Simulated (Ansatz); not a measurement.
# Y under changes of volume

One of the cells (33.012 Å³/atom); the others are scaled copies at fixed shape and fractional positions:

```xyz
2
Lattice="3.6474 0.0000 0.0000 -1.8237 3.1587 0.0000 0.0000 0.0000 5.7306" Properties=species:S:1:pos:R:3 pbc="T T T"
Y     1.8237    1.0529    4.2980
Y     0.0000    2.1058    1.4326
```

```yaml
Program: Ansatz 0.2.0
Functional: PBE
Potentials_or_basis: SPMS NC
Cutoff: "435 eV (not typed: the program's choice for these potentials)"
k_mesh: 8 × 8 × 5
Occupations: fermi-dirac, width 0.05 eV
Spin: no spin polarisation
```

```tsv
volume (Å³/atom)	energy over the lowest point (meV/atom)	pressure (GPa)
31.031	14.64	2.6
31.691	6.03	1.6
32.351	1.21	0.7
33.012	0.00	-0.1
33.672	2.13	-0.9
34.332	7.29	-1.6
34.992	?	?
```

**Question.** What does the run at 34.992 Å³/atom give?

**Answer.** Energy over the lowest point 15.27 meV/atom; pressure -2.2 GPa.

Worked out: A Birch-Murnaghan fit of order 3 (a polynomial in V^(-2/3)) to the other rows has its minimum at 32.92 Å³/atom with B0 = V·E''(V) = 41 GPa (rough, since the energies scatter) at fixed shape and positions, which overstates the stiffness. It gives 15.34 meV/atom at 34.992 Å³/atom, against the run's 15.27, and -dE/dV = -2.3 GPa, against -2.2.

Energies are extrapolated to zero smearing.
